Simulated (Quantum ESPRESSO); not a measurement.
Here is a Quantum ESPRESSO 7.5 calculation.

File pw.in:

```
&CONTROL
  calculation = 'scf'
  prefix = 'pwscf'
  outdir = './tmp'
  pseudo_dir = './pseudo'
  tprnfor = .true.
  tstress = .true.
  disk_io = 'low'
/
&SYSTEM
  ibrav = 0
  nat = 2
  ntyp = 2
  ecutwfc = 70
  nbnd = 9
  input_dft = 'revpbe'
  occupations = 'smearing'
  smearing = 'fd'
  degauss = 0.00367493
/
&ELECTRONS
  conv_thr = 4d-10
  electron_maxstep = 120
  mixing_beta = 0.5
/
ATOMIC_SPECIES
B     10.8100 B_ONCV_PBE-1.2.upf
As    74.9216 As_ONCV_PBE-1.2.upf
CELL_PARAMETERS angstrom
   2.9343700000    0.0000000000    0.0000000000
   0.0000000000    2.9343700000    0.0000000000
   0.0000000000    0.0000000000    2.9343700000
ATOMIC_POSITIONS crystal
B      0.5000000000    0.5000000000    0.5000000000
As     0.0000000000    0.0000000000    0.0000000000
K_POINTS automatic
9 9 9 0 0 0
```

Contents of pp_density.in:

```
&INPUTPP
  prefix = 'pwscf'
  outdir = './tmp'
  filplot = 'density.dat'
  plot_num = 0
/
&PLOT
  nfile = 1
  filepp(1) = 'density.dat'
  iflag = 3
  output_format = 6
  fileout = 'density.cube'
/
```

File pp_potential.in:

```
&INPUTPP
  prefix = 'pwscf'
  outdir = './tmp'
  filplot = 'potential.dat'
  plot_num = 11
/
&PLOT
  nfile = 1
  filepp(1) = 'potential.dat'
  iflag = 3
  output_format = 6
  fileout = 'potential.cube'
/
```

pp_elf.in

```
&INPUTPP
  prefix = 'pwscf'
  outdir = './tmp'
  filplot = 'elf.dat'
  plot_num = 8
/
&PLOT
  nfile = 1
  filepp(1) = 'elf.dat'
  iflag = 3
  output_format = 6
  fileout = 'elf.cube'
/
```

File bands.in:

```
&CONTROL
  calculation = 'bands'
  prefix = 'pwscf'
  outdir = './tmp'
  pseudo_dir = './pseudo'
  disk_io = 'low'
  verbosity = 'high'
/
&SYSTEM
  ibrav = 0
  nat = 2
  ntyp = 2
  ecutwfc = 70
  nbnd = 9
  input_dft = 'revpbe'
  occupations = 'smearing'
  smearing = 'fd'
  degauss = 0.00367493
/
&ELECTRONS
  conv_thr = 1d-08
  electron_maxstep = 120
  mixing_beta = 0.5
  diago_full_acc = .true.
/
ATOMIC_SPECIES
B     10.8100 B_ONCV_PBE-1.2.upf
As    74.9216 As_ONCV_PBE-1.2.upf
CELL_PARAMETERS angstrom
   2.9343700000    0.0000000000    0.0000000000
   0.0000000000    2.9343700000    0.0000000000
   0.0000000000    0.0000000000    2.9343700000
ATOMIC_POSITIONS crystal
B      0.5000000000    0.5000000000    0.5000000000
As     0.0000000000    0.0000000000    0.0000000000
K_POINTS crystal
60
 0.0000000000  0.0000000000  0.0000000000 1
 0.0000000000  0.0714285714  0.0000000000 1
 0.0000000000  0.1428571429  0.0000000000 1
 0.0000000000  0.2142857143  0.0000000000 1
 0.0000000000  0.2857142857  0.0000000000 1
 0.0000000000  0.3571428571  0.0000000000 1
 0.0000000000  0.4285714286  0.0000000000 1
 0.0000000000  0.5000000000  0.0000000000 1
 0.0714285714  0.5000000000  0.0000000000 1
 0.1428571429  0.5000000000  0.0000000000 1
 0.2142857143  0.5000000000  0.0000000000 1
 0.2857142857  0.5000000000  0.0000000000 1
 0.3571428571  0.5000000000  0.0000000000 1
 0.4285714286  0.5000000000  0.0000000000 1
 0.5000000000  0.5000000000  0.0000000000 1
 0.4545454545  0.4545454545  0.0000000000 1
 0.4090909091  0.4090909091  0.0000000000 1
 0.3636363636  0.3636363636  0.0000000000 1
 0.3181818182  0.3181818182  0.0000000000 1
 0.2727272727  0.2727272727  0.0000000000 1
 0.2272727273  0.2272727273  0.0000000000 1
 0.1818181818  0.1818181818  0.0000000000 1
 0.1363636364  0.1363636364  0.0000000000 1
 0.0909090909  0.0909090909  0.0000000000 1
 0.0454545455  0.0454545455  0.0000000000 1
 0.0000000000  0.0000000000  0.0000000000 1
 0.0357142857  0.0357142857  0.0357142857 1
 0.0714285714  0.0714285714  0.0714285714 1
 0.1071428571  0.1071428571  0.1071428571 1
 0.1428571429  0.1428571429  0.1428571429 1
 0.1785714286  0.1785714286  0.1785714286 1
 0.2142857143  0.2142857143  0.2142857143 1
 0.2500000000  0.2500000000  0.2500000000 1
 0.2857142857  0.2857142857  0.2857142857 1
 0.3214285714  0.3214285714  0.3214285714 1
 0.3571428571  0.3571428571  0.3571428571 1
 0.3928571429  0.3928571429  0.3928571429 1
 0.4285714286  0.4285714286  0.4285714286 1
 0.4642857143  0.4642857143  0.4642857143 1
 0.5000000000  0.5000000000  0.5000000000 1
 0.4545454545  0.5000000000  0.4545454545 1
 0.4090909091  0.5000000000  0.4090909091 1
 0.3636363636  0.5000000000  0.3636363636 1
 0.3181818182  0.5000000000  0.3181818182 1
 0.2727272727  0.5000000000  0.2727272727 1
 0.2272727273  0.5000000000  0.2272727273 1
 0.1818181818  0.5000000000  0.1818181818 1
 0.1363636364  0.5000000000  0.1363636364 1
 0.0909090909  0.5000000000  0.0909090909 1
 0.0454545455  0.5000000000  0.0454545455 1
 0.0000000000  0.5000000000  0.0000000000 1
 0.5000000000  0.5000000000  0.0000000000 1
 0.5000000000  0.5000000000  0.0625000000 1
 0.5000000000  0.5000000000  0.1250000000 1
 0.5000000000  0.5000000000  0.1875000000 1
 0.5000000000  0.5000000000  0.2500000000 1
 0.5000000000  0.5000000000  0.3125000000 1
 0.5000000000  0.5000000000  0.3750000000 1
 0.5000000000  0.5000000000  0.4375000000 1
 0.5000000000  0.5000000000  0.5000000000 1
```

Potentials or basis: SG15 PBE 1.2.

Command:

```bash
$ OMP_NUM_THREADS=1 pw.x -in pw.in > pw.out
$ OMP_NUM_THREADS=1 pp.x -in pp_density.in > pp_density.out
$ OMP_NUM_THREADS=1 pp.x -in pp_potential.in > pp_potential.out
$ OMP_NUM_THREADS=1 pp.x -in pp_elf.in > pp_elf.out
$ OMP_NUM_THREADS=1 pw.x -in bands.in > bands.out
```

(1) Predict the band gap on the k mesh.

(2) Predict the pressure.

## Answers

(1) none (metal or under the smearing width).

(2) 1.1 GPa.

Caveat: the potentials were made for another functional, which shifts forces and pressure.
